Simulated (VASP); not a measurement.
# SiC (P6_3mc) in VASP: relaxation of cell and atoms with PBEsol

Aim: the relaxation of cell and atoms of SiC with PBEsol.

All numbers are computed with VASP 6.6.1; they aren't measurements. Logs are shortened: lines on timing, memory, paths and dates and some standing lists are left out, and cuts for length are marked.

### 1 The crystal as given

The structure is hexagonal, space group P6_3mc (No. 186). The conventional cell has a = 3.077 Å, b = 3.077 Å, c = 15.098 Å, α = 90.00°, β = 90.00°, γ = 120.00°. Around Si (site symmetry 3m) lie 4 C at 1.88 to 1.89 Å. Si (site symmetry 3m) is surrounded by 4 C at 1.88 to 1.89 Å. Si (site symmetry 3m) has 4 C at 1.89 Å as nearest neighbours. C (site symmetry 3m) has 4 Si at 1.88 to 1.89 Å as nearest neighbours. C (site symmetry 3m) is surrounded by 4 Si at 1.88 to 1.89 Å. C (site symmetry 3m) has 4 Si at 1.89 Å as nearest neighbours.

The cell is a database's computed one.

### 2 Relaxation of cell and atoms, PBEsol

INCAR reads:

```
SYSTEM = SiC
PREC = Accurate
ENCUT = 600
EDIFF = 1E-7
ISMEAR = 0
SIGMA = 0.02
LREAL = .FALSE.
LASPH = .TRUE.
NELM = 100
ALGO = Fast
ISIF = 3
LWAVE = .FALSE.
LCHARG = .FALSE.
GGA = PS
IBRION = 2
NSW = 90
EDIFFG = -0.005
```

KPOINTS reads:

```
Automatic mesh
0
G
  9 9 2
  0 0 0
```

POSCAR reads:

```
SiC
1.0
    3.0766210100      0.0000000000      0.0000000000
   -1.5383105100      2.6644319500      0.0000000000
    0.0000000000      0.0000000000     15.0980843200
Si C
6 6
Direct
    0.3333333300      0.6666666700      0.8329861500
    0.6666666700      0.3333333300      0.3329861500
    0.6666666700      0.3333333300      0.6665006000
    0.3333333300      0.6666666700      0.1665006000
    0.0000000000      0.0000000000      0.4997294200
    0.0000000000      0.0000000000      0.9997294200
    0.0000000000      0.0000000000      0.8743664100
    0.0000000000      0.0000000000      0.3743664100
    0.3333333300      0.6666666700      0.7079967800
    0.6666666700      0.3333333300      0.2079967800
    0.6666666700      0.3333333300      0.5415216400
    0.3333333300      0.6666666700      0.0415216400
```

Potentials or basis: VASP PAW PBE potentials, release 64 (Si, C).

Command:

```console
$ cat potpaw_PBE.64/Si/POTCAR potpaw_PBE.64/C/POTCAR > POTCAR
$ mpirun -np 1 vasp_std > vasp.out
```

OUTCAR:

```text
SYSTEM = SiC
   PREC = Accurate
   ENCUT = 600
   EDIFF = 1E-7
   ISMEAR = 0
   LREAL = .FALSE.
   LASPH = .TRUE.
   NELM = 100
   ISIF = 3
   GGA = PS
   IBRION = 2
   NSW = 90
   EDIFFG = -0.005

 ion  position               nearest neighbor table
   1  0.333  0.667  0.833-   7 1.88   7 1.88   7 1.88   9 1.89   3 3.08   3 3.08   3 3.08   6 3.08
                             6 3.08   6 3.08
   2  0.667  0.333  0.333-   8 1.88   8 1.88   8 1.88  10 1.89   4 3.08   4 3.08   4 3.08   5 3.08
                             5 3.08   5 3.08
   3  0.667  0.333  0.667-   9 1.88   9 1.88   9 1.88  11 1.89   1 3.08   1 3.08   1 3.08   5 3.08
                             5 3.08   5 3.08
   4  0.333  0.667  0.167-  10 1.88  10 1.88  10 1.88  12 1.89   2 3.08   2 3.08   2 3.08   6 3.08
                             6 3.08   6 3.08
   5  0.000  0.000  0.500-  11 1.89  11 1.89  11 1.89   8 1.89   2 3.08   2 3.08   2 3.08   3 3.08
                             3 3.08   3 3.08
   6  0.000  0.000  1.000-  12 1.89  12 1.89  12 1.89   7 1.89   1 3.08   1 3.08   1 3.08   4 3.08
                             4 3.08   4 3.08
   7  0.000  0.000  0.874-   1 1.88   1 1.88   1 1.88   6 1.89
   8  0.000  0.000  0.374-   2 1.88   2 1.88   2 1.88   5 1.89
   9  0.333  0.667  0.708-   3 1.88   3 1.88   3 1.88   1 1.89
  10  0.667  0.333  0.208-   4 1.88   4 1.88   4 1.88   2 1.89
  11  0.667  0.333  0.542-   5 1.89   5 1.89   5 1.89   3 1.89
  12  0.333  0.667  0.042-   6 1.89   6 1.89   6 1.89   4 1.89

  LATTYP: Found a hexagonal cell.
 ALAT       =     3.0766210100
 C/A-ratio  =     4.9073591680

  Lattice vectors:

 A1 = (   3.0766210100,   0.0000000000,   0.0000000000)
 A2 = (  -1.5383105100,   2.6644319500,   0.0000000000)
 A3 = (   0.0000000000,   0.0000000000,  15.0980843200)

Analysis of symmetry for initial positions (statically):
=====================================================================
 Subroutine PRICEL returns:
 Original cell was already a primitive cell.

 Routine SETGRP: Setting up the symmetry group for a
 hexagonal supercell.

 Subroutine GETGRP returns: Found 12 space group operations
 (whereof  6 operations were pure point group operations)
 out of a pool of 24 trial point group operations.

The static configuration has the point symmetry C_3v.
 The point group associated with its full space group is C_6v.

Analysis of symmetry for dynamics (positions and initial velocities):
=====================================================================
 Subroutine PRICEL returns:
 Original cell was already a primitive cell.

 Routine SETGRP: Setting up the symmetry group for a
 hexagonal supercell.

 Subroutine GETGRP returns: Found 12 space group operations
 (whereof  6 operations were pure point group operations)
 out of a pool of 24 trial point group operations.

The dynamic configuration has the point symmetry C_3v.
 The point group associated with its full space group is C_6v.

 Subroutine INISYM returns: Found 12 space group operations
 (whereof  6 operations are pure point group operations),
 and found     1 'primitive' translations

----------------------------------------------------------------------------------------

                                     Primitive cell

  volume of cell :     123.7658

  direct lattice vectors                    reciprocal lattice vectors
     3.076621010  0.000000000  0.000000000     0.325031909  0.187657261  0.000000000
    -1.538310510  2.664431950  0.000000000     0.000000000  0.375314521  0.000000000
     0.000000000  0.000000000 15.098084320     0.000000000  0.000000000  0.066233568

  length of vectors
     3.076621010  3.076621010 15.098084320     0.375314521  0.375314521  0.066233568

  position of ions in fractional coordinates (direct lattice)
     0.333333330  0.666666670  0.832986150
     0.666666670  0.333333330  0.332986150
     0.666666670  0.333333330  0.666500600
     0.333333330  0.666666670  0.166500600
     0.000000000  0.000000000  0.499729420
     0.000000000  0.000000000  0.999729420
     0.000000000  0.000000000  0.874366410
     0.000000000  0.000000000  0.374366410
     0.333333330  0.666666670  0.707996780
     0.666666670  0.333333330  0.207996780
     0.666666670  0.333333330  0.541521640
     0.333333330  0.666666670  0.041521640

  ion indices of the primitive-cell ions
   primitive index   ion index
                 1           1
                 2           2
                 3           3
                 4           4
                 5           5
                 6           6
                 7           7
                 8           8
                 9           9
                10          10
                11          11
                12          12

----------------------------------------------------------------------------------------

 KPOINTS: Automatic mesh

Automatic generation of k-mesh.
 Grid dimensions read from file:
 generate k-points for:    9    9    2

 Generating k-lattice:

  Cartesian coordinates                     Fractional coordinates (reciprocal lattice)
     0.036114657  0.020850807  0.000000000     0.111111111 -0.000000000  0.000000000
     0.000000000  0.041701613  0.000000000     0.000000000  0.111111111  0.000000000
     0.000000000  0.000000000  0.033116784     0.000000000  0.000000000  0.500000000

  Length of vectors
     0.041701613  0.041701613  0.033116784

  Shift w.r.t. Gamma in fractional coordinates (k-lattice)
     0.000000000  0.000000000  0.000000000

 Subroutine IBZKPT returns following result:
 ===========================================

 Found     24 irreducible k-points:

 Following reciprocal coordinates:
            Coordinates               Weight
  0.000000  0.000000  0.000000      1.000000
  0.111111 -0.000000  0.000000      6.000000
  0.222222 -0.000000  0.000000      6.000000
  0.333333  0.000000  0.000000      6.000000
  0.444444 -0.000000  0.000000      6.000000
  0.111111  0.111111  0.000000      6.000000
[... 16 lines left out ...]
  0.333333  0.222222  0.500000     12.000000
  0.333333  0.333333  0.500000      2.000000
   k-points           NKPTS =     24   k-points in BZ     NKDIM =     24   number of bands    NBANDS=     31
   number of dos      NEDOS =    301   number of ions     NIONS =     12
   total plane-waves  NPLWV =  98784
   dimension x,y,z NGX =    28 NGY =   28 NGZ =  126
   dimension x,y,z NGXF=    56 NGYF=   56 NGZF=  252
   ions per type =               6   6
   NGX,Y,Z   is equivalent  to a cutoff of  15.13, 15.13, 13.87 a.u.
   NGXF,Y,Z  is equivalent  to a cutoff of  30.26, 30.26, 27.75 a.u.
 SYSTEM =  SiC
   PREC   = accura    normal or accurate (medium, high low for compatibility)
   ISTART =      0    job   : 0-new  1-cont  2-samecut
   ICHARG =      2    charge: 1-file 2-atom 10-const
   ISPIN  =      1    spin polarized calculation?
   LNONCOLLINEAR =      F non collinear calculations
   LSORBIT =      F    spin-orbit coupling
   LASPH  =      T    aspherical Exc in radial PAW
   ENCUT  =  600.0 eV  44.10 Ry    6.64 a.u.   6.14  6.14 30.15*2*pi/ulx,y,z
   NELM   =    100;   NELMIN=  2; NELMDL= -5     # of ELM steps
   EDIFF  = 0.1E-06   stopping-criterion for ELM
   LREAL  =      F    real-space projection
   EDIFFG = -.5E-02   stopping-criterion for IOM
   NSW    =     90    number of steps for IOM
   IBRION =      2    ionic relax: 0-MD 1-quasi-New 2-CG
   NFREE  =      1    steps in history (QN), initial steepest desc. (CG)
   ISIF   =      3    stress and relaxation
   ISYM   =      2    0-nonsym 1-usesym 2-fastsym
   POTIM  = 0.5000    time-step for ionic-motion
   TEBEG  =    0.0;   TEEND  =   0.0 temperature during run
   PSTRESS=    0.0 pullay stress
   NELECT =      48.0000    total number of electrons
   NUPDOWN=      -1.0000    fix difference up-down
   EMIN   =  10.00;   EMAX   =-10.00  energy-range for DOS
   EFERMI =   0.00;   METHOD = LEGACY
   ISMEAR =     0;   SIGMA  =   0.02  broadening in eV -4-tet -1-fermi 0-gaus
   EFERMI_NEDOS =   21; number of points for ismear=-14 and -15
   IALGO  =     68    algorithm
   IMIX   =      4    mixing-type and parameters
     AMIX     =   0.40;   BMIX     =  1.00
     AMIX_MAG =   1.60;   BMIX_MAG =  1.00
  volume/ion in A,a.u.               =      10.31        69.60
  Fermi-wavevector in a.u.,A,eV,Ry     =   1.193865  2.256077 19.392557  1.425313
  Thomas-Fermi vector in A             =   2.329869
   LORBIT       =      0    0 simple, 1 ext, 2 COOP (PROOUT), +10 PAW based schemes
   GGA     = PS    functional components
   LHFCALC =     F    Hartree Fock is set to
   AEXX    =    0.0000 exact exchange contribution
   IVDW    =     0    specifies the selected vdW correction
   LEPSILON=     F    determine dielectric tensor
   LRPA    =     F    only Hartree local field effects (RPA)
 conjugate gradient relaxation of ions
 non-spin polarized calculation
 RMM-DIIS sequential band-by-band and
 Gauss-broadening in eV      SIGMA  =   0.02
  energy-cutoff  :      600.00
  volume of cell :      123.77
 maximum number of plane-waves:      4176
 NGX is ok and might be reduce to    28
   NGX = 13   NGY = 13   NGZ = 61

--------------------------------------- Ionic step        1  -------------------------------------------

 number of electron      48.0000001 magnetization

 Free energy of the ion-electron system (eV)
  ---------------------------------------------------
  ext. energy  EPLUGINS =         0.00000000
  ---------------------------------------------------
  free energy    TOTEN  =       -95.50962630 eV

  energy without entropy =      -95.50962630  energy(sigma->0) =      -95.50962630

------------------------ aborting loop because EDIFF is reached ----------------------------------------

  FORCE on cell =-STRESS in cart. coord.  units (eV):
  Direction    XX          YY          ZZ          XY          YZ          ZX
  --------------------------------------------------------------------------------------
  -------------------------------------------------------------------------------------
  Total        0.5545633      0.5545633      0.4779546     -0.0000000      0.0000000     -0.0000000
  in kB        7.1789553      7.1789553      6.1872370     -0.0000000      0.0000000     -0.0000000
  external PRESSURE =       6.8483826 kB  Pullay stress =       0.0000000 kB
[... 77 lines left out ...]
  energy  without entropy=      -95.5094493174  energy(sigma->0) =      -95.50944932

--------------------------------------- Ionic step        3  -------------------------------------------

 number of electron      48.0000001 magnetization

 Free energy of the ion-electron system (eV)
  ---------------------------------------------------
  ext. energy  EPLUGINS =         0.00000000
  ---------------------------------------------------
  free energy    TOTEN  =       -95.51041539 eV

  energy without entropy =      -95.51041539  energy(sigma->0) =      -95.51041539

 E-fermi :   8.1887     XC(G=0): -11.5035

 val. band max:        8.1028398456   @ k =   0.0000   0.0000   0.0000
 cond. band min:      10.0999091073   @ k =   0.4444  -0.0000   0.0000
 fundamental gap:      1.9970692616
 Fermi energy:         8.1887300191

 k-point     1 :       0.0000    0.0000    0.0000
  band No.  band energies     occupation
      1      -7.3749      2.00000
      2      -6.8508      2.00000
      3      -6.8156      2.00000
      4      -5.3109      2.00000
      5      -5.2827      2.00000
      6      -3.7703      2.00000
[... 844 lines left out ...]
  FREE ENERGIE OF THE ION-ELECTRON SYSTEM (eV)
  ---------------------------------------------------
  free  energy   TOTEN  =       -95.5104153883 eV

  energy  without entropy=      -95.5104153883  energy(sigma->0) =      -95.51041539

 reached required accuracy - stopping structural energy minimisation
```

Wall time 7 min (1 thread of Intel Xeon Platinum 8259CL at 2.50GHz (Skylake/Cascade Lake), shared host); peak memory 0.35 GiB.

Results:

* Free energy: -95.5104 eV
* Relaxed volume: 10.34 Å³/atom
* Relaxed cell: a = 3.080 Å, b = 3.080 Å, c = 15.112 Å, α = 90.00°, β = 90.00°, γ = 120.00°
* Space group after relaxing (to 0.05 Å): P6_3mc (No. 186)
* Energy gained by relaxing: 0.1 meV/atom
* Ionic steps: 3
* Pressure after relaxing: 0.0 GPa
* Largest force after relaxing: 0.003 eV/Å
* Band gap on the k mesh: 2.00 eV, indirect (least direct gap 3.07 eV)

Forces in eV/Å, atoms in the order of the input:
```
Si   0.000  0.000  0.003
Si   0.000  0.000  0.003
Si   0.000  0.000  0.001
Si   0.000  0.000  0.001
Si   0.000  0.000  0.001
Si   0.000  0.000  0.001
C    0.000  0.000 -0.001
C    0.000  0.000 -0.001
C    0.000  0.000  0.000
C    0.000  0.000  0.000
C    0.000  0.000 -0.003
C    0.000  0.000 -0.003
```

The path:
```csv
step,energy change (eV),largest force (eV/Å),pressure (GPa),volume (Å³)
1,0.0000,0.0057,0.68,123.77
2,0.0002,0.0084,-0.73,124.56
3,-0.0008,0.0031,0.01,124.14
```

Final structure:
```yaml
crystal:
  lattice:
    - [3.07986, 0.00000, 0.00000]
    - [-1.53993, 2.66723, 0.00000]
    - [0.00000, 0.00000, 15.11177]
  atoms:
    - { symbol: Si, position: [0.33333, 0.66667, 0.83299] }
    - { symbol: Si, position: [0.66667, 0.33333, 0.33299] }
    - { symbol: Si, position: [0.66667, 0.33333, 0.66650] }
    - { symbol: Si, position: [0.33333, 0.66667, 0.16650] }
    - { symbol: Si, position: [0.00000, 0.00000, 0.49972] }
    - { symbol: Si, position: [0.00000, 0.00000, 0.99972] }
    - { symbol: C, position: [0.00000, 0.00000, 0.87437] }
    - { symbol: C, position: [0.00000, 0.00000, 0.37437] }
    - { symbol: C, position: [0.33333, 0.66667, 0.70800] }
    - { symbol: C, position: [0.66667, 0.33333, 0.20800] }
    - { symbol: C, position: [0.66667, 0.33333, 0.54152] }
    - { symbol: C, position: [0.33333, 0.66667, 0.04152] }
```

Levels at points of the mesh, in eV from the valence-band top:
```tsv
k point	band 22	band 23	band 24	band 25	band 26	band 27
(0.00, 0.00, 0.00)	-0.04	0.00	0.00	5.12	5.29	5.70
(0.00, 0.00, 0.50)	-0.10	-0.10	-0.10	5.18	5.18	5.93
```

Caveat: the PAW data sets were made with another functional, which shifts forces and pressure a little; an odd mesh through Γ misses points on the zone boundary, where band edges often lie.
